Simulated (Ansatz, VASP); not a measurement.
# Cross-check of AlSi2C2N (twisted h-SiC/h-AlN monolayer on bilayer, 50.57 deg) between VASP and Ansatz, part 2 of 2

Aim: how closely do two programs agree when they are given the same cell, functional and k mesh? The cell is taken from a series of runs on this material, whose earlier steps may have relaxed, scaled, displaced or heated it; both programs get it as it stands.

VASP 6.6.1 and Ansatz 0.2.0.

So far: Starting point; Ansatz: single point, PBEsol.

## (3) VASP: single point, PBEsol

Level of this step: PBEsol; plane waves and PAW (Si, C, Al, N) (VASP).

The same cell, functional, mesh and smearing now go to VASP, with its own data sets.

Lines of VASP's logs that name or quote its potential files are left out, and so is its time.

INCAR

```
SYSTEM = AlSi2C2N
PREC = Accurate
ENCUT = 520
EDIFF = 1E-06
NELM = 120
ISMEAR = 0
SIGMA = 0.025
LREAL = Auto
ALGO = Normal
GGA = PS
NBANDS = 599
LORBIT = 11
LWAVE = .FALSE.
LCHARG = .FALSE.
ISIF = 2
LASPH = .TRUE.
GGA_COMPAT = .FALSE.
EFERMI = MIDGAP
```

POSCAR

```
AlSi2C2N
1.0
   18.9478000000      0.0000000000      0.0000000000
   -9.4739000000     16.4092800000      0.0000000000
    0.0000000000      0.0000000000     18.5800000000
Si C Al N
74 74 37 37
Direct
    0.1177100000      0.8289900000      0.3238400000
    0.1986000000      0.0184300000      0.3233800000
    0.1442700000      0.5586200000      0.3230400000
    0.2249200000      0.7474600000      0.3235500000
    0.3072300000      0.9377300000      0.3224000000
    0.0910700000      0.0995700000      0.3229000000
    0.1715200000      0.2881500000      0.3222300000
    0.2525300000      0.4764800000      0.3238500000
    0.3330900000      0.6666100000      0.3218400000
    0.4147100000      0.8563600000      0.3221400000
    0.4952400000      0.0456900000      0.3221700000
    0.2788900000      0.2061200000      0.3230200000
    0.3600400000      0.3959300000      0.3226600000
    0.4422500000      0.5861100000      0.3235400000
    0.5222200000      0.7742400000      0.3222000000
    0.6034300000      0.9645600000      0.3227100000
    0.3865400000      0.1251700000      0.3221500000
    0.4694000000      0.3160600000      0.3225200000
    0.5496300000      0.5045900000      0.3229900000
    0.6300900000      0.6933000000      0.3238000000
    0.7114200000      0.8832100000      0.3228500000
    0.7923700000      0.0714800000      0.3236400000
    0.5760400000      0.2338300000      0.3234100000
    0.6580700000      0.4241500000      0.3225900000
    0.7385600000      0.6123700000      0.3227000000
    0.8182500000      0.8010100000      0.3225400000
    0.9005400000      0.9912300000      0.3227100000
    0.6851900000      0.1536700000      0.3231100000
    0.7657600000      0.3418100000      0.3223300000
    0.8465300000      0.5318400000      0.3225400000
[... 186 atom lines left out ...]
    0.0446300000      0.4954400000      0.6764800000
    0.9363600000      0.3053500000      0.6768700000
    0.1787300000      0.9816100000      0.6771700000
    0.0734800000      0.7937400000      0.6769200000
    0.9643000000      0.6035100000      0.6765400000
    0.9905700000      0.9010200000      0.6766600000
```

KPOINTS

```
Automatic mesh
0
Gamma
1 1 1
0 0 0
```

The projector-augmented-wave data sets are Si, C, Al and N (PBE family, release 64).

Command:

```sh
$ export OMP_NUM_THREADS=3
$ mpirun -np 1 vasp_gam
```

Numbers of over 12 decimals in the logs are rounded to 6 here.

The log of the run:

```text
[banner, memory and clock lines left out]
running    1 mpi-ranks, on    1 nodes
[...]
Offloading initialized ...    1 GPUs detected
[...]
|                                                                             |
|               ----> ADVICE to this user running VASP <----                  |
|                                                                             |
|     You enforced a specific xc type in the INCAR file but a different       |
|     [... a line on the potential file left out ...]
|     I HOPE YOU KNOW WHAT YOU ARE DOING!                                     |
|                                                                             |

 LDA part: xc-table for (Slater+PW92), standard interpolation
 POSCAR, INCAR and KPOINTS ok, starting setup
[...]
entering main loop
       N       E                     dE             d eps       ncg     rms          rms(c)
DAV:   1     0.754527697409E+04    0.75453E+04   -0.39188E+05  1222   0.128E+03
DAV:   2    -0.575234003010E+03   -0.81205E+04   -0.77261E+04  1764   0.274E+02
DAV:   3    -0.186103657739E+04   -0.12858E+04   -0.12718E+04  1476   0.112E+02
DAV:   4    -0.193362933386E+04   -0.72593E+02   -0.72278E+02  1572   0.305E+01
[...]
DAV:  25    -0.162646952971E+04   -0.31197E-05   -0.29197E-07   972   0.515E-04    0.731E-04
DAV:  26    -0.162646953179E+04   -0.20753E-05   -0.27635E-07   932   0.510E-04    0.432E-04
DAV:  27    -0.162646953173E+04    0.60914E-07   -0.12188E-07   948   0.289E-04
   1 F= -.16264695E+04 E0= -.16264695E+04  d E =0.000000E+00
```

Parts of OUTCAR (step 3):

```text
  FREE ENERGIE OF THE ION-ELECTRON SYSTEM (eV)
  ---------------------------------------------------
  free  energy   TOTEN  =     -1626.4695317291 eV

  energy  without entropy=    -1626.4695317291  energy(sigma->0) =    -1626.46953173
```

## (4) Side by side

Known differences besides the potentials themselves: the cutoff is 420 eV in Ansatz and 520 eV in VASP (PREC = Accurate, projectors in real space); Ansatz makes its cores anew for this functional, VASP keeps those of its PBE data sets. Total energies have different zeros and are not compared.

Compared:

| quantity | Ansatz | VASP | difference |
| --- | --- | --- | --- |
| gap on the k mesh (eV) | 2.001 | 1.992 | +0.009 |

Forces on 8 of the 222 atoms, those with the largest forces and the largest differences (eV/Å; atoms numbered as in POSCAR):

| atom | Ansatz x, y, z | VASP x, y, z |
| --- | --- | --- |
| Si34 | 0.311, 0.874, -0.013 | 0.311, 0.881, -0.014 |
| Si36 | -0.630, -0.808, 0.032 | -0.629, -0.812, 0.029 |
| Si70 | -0.194, -0.956, -0.092 | -0.198, -0.959, -0.094 |
| C111 | 0.415, 0.899, -0.197 | 0.415, 0.905, -0.195 |
| Al151 | 0.093, -0.906, -0.149 | 0.096, -0.921, -0.149 |
| Al179 | -0.765, 0.240, -0.077 | -0.783, 0.242, -0.078 |
| N205 | 0.377, -1.024, 0.243 | 0.384, -1.036, 0.243 |
| N219 | 1.074, 0.190, 0.147 | 1.088, 0.191, 0.147 |

The forces differ by 3.5 meV/Å r.m.s., which is 1.1 % of the r.m.s. force of 0.316 eV/Å (both taken over all components). A gap on the mesh is an upper bound, since the band edges may lie between its points. With vacuum in the cell, a pressure given here is an average over mostly empty space and none of the material.

## (5) Summary of results

| Item | Value |
| --- | --- |
| r.m.s. force difference (single point, PBEsol) | 1.1 % of the r.m.s. force |

**Reading.** The r.m.s. force difference is 1.1 % of the r.m.s. force (single point, PBEsol), within the 3 % picked in this series as the mark of a large difference. How closely two codes agree says nothing of how well the functional describes the real material.

[Lines on the potential files, build, host, timing and source positions are cut from VASP's logs without a mark.]

[Logs are printed without paths, hosts, clocks, repeated set-up lines and the standing remarks that a program may print on its own settings, such as how far it seeks lower states.]

[Hosts, paths, dates, database ids (printed as entryN), source tags and the programs' standing remarks are cut or masked in the printed files.]
